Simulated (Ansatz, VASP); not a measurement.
# Se: VASP beside Ansatz

The input POSCAR:

```
Se
1.0
    4.3551696776      0.0000000000      0.0000000000
   -2.1775848388      3.7716875786      0.0000000000
    0.0000000000      0.0000000000      4.9494500000
Se
3
Direct
    0.2170000000      0.0000000000      0.1666666667
    0.0000000000      0.2170000000      0.8333333333
    0.7830000000      0.7830000000      0.5000000000
```

Contents of INCAR.step1:

```
SYSTEM = Se
  ALGO = Normal
  EDIFF = 1E-4
  ENCUT = 600
  GGA = PE
  ISMEAR = 0
  LASPH = .TRUE.
  LCHARG = .FALSE.
  LREAL = .FALSE.
  LWAVE = .TRUE.
  NELM = 100
  PREC = Accurate
  SIGMA = 0.1
```

INCAR.step2

```
SYSTEM = Se
  ALGO = Normal
  EDIFF = 1E-6
  EDIFFG = -0.05
  ENCUT = 600
  IBRION = 2
  ISIF = 3
  ISMEAR = 0
  ISTART = 1
  LASPH = .TRUE.
  LCHARG = .FALSE.
  LMIXTAU = .TRUE.
  LREAL = .FALSE.
  LWAVE = .FALSE.
  METAGGA = R2SCAN
  NELM = 100
  NSW = 100
  PREC = Accurate
  SIGMA = 0.1
```

The input KPOINTS:

```
k-points
0
G
  6 6 4
  0 0 0
```

Input for Ansatz:

```yaml
crystal:
  lattice:
    - [4.3551696776, 0.0, 0.0]
    - [-2.1775848388, 3.7716875786, 0.0]
    - [0.0, 0.0, 4.94945]
  atoms:
    - { symbol: Se, position: [0.217, 0.0, 0.1666666667] }
    - { symbol: Se, position: [0.0, 0.217, 0.8333333333] }
    - { symbol: Se, position: [0.783, 0.783, 0.5] }
basis:
  ecutwfc: 500
kpoints:
  mp_grid: { grid: [6, 6, 4] }
hamiltonian:
  xc: r2scan
scf:
  occupations: { method: gaussian, width: 0.1 }
output:
  forces: true
  stress: true
  eigenvalues: true
relax:
  adjacent_minimum: "off"
  f_tol: 0.05
  max_steps: 80
  cell: { stress_tol: 0.5 }
```

Alike in both runs: task relaxation of cell and atoms; functional r2SCAN; k mesh 6 × 6 × 4; occupations gaussian, width 0.1 eV; no spin polarisation.

|  | VASP | Ansatz |
| --- | --- | --- |
| version | VASP 6.6.1 | Ansatz 0.2.0 |
| potentials or method | VASP PAW PBE potentials, release 64 (Se) | scalar-relativistic, plane waves, PAW |
| plane-wave cutoff (eV) | 600 | 500 |
| valence electrons in the cell | 18 | 48 |

```csv
,VASP,Ansatz,Ansatz less VASP
"gap on the k mesh at the Fermi level, each at its own relaxed structure (eV)",1.15,1.31,+0.162
relaxed volume (Å³/atom),28.29,29.03,+0.747
relaxed cell length with the largest relative difference (Å),4.409,4.489,+0.0799
energy change over the relaxation (meV/atom),-22,-23,-1.3
```

The two sets of potentials don't hold the same shells in valence.

Caveats: the PAW data sets were made with another functional, which shifts forces and pressure a little (VASP). Zero-point motion and thermal expansion aren't in these numbers. A k mesh can miss the band edges.
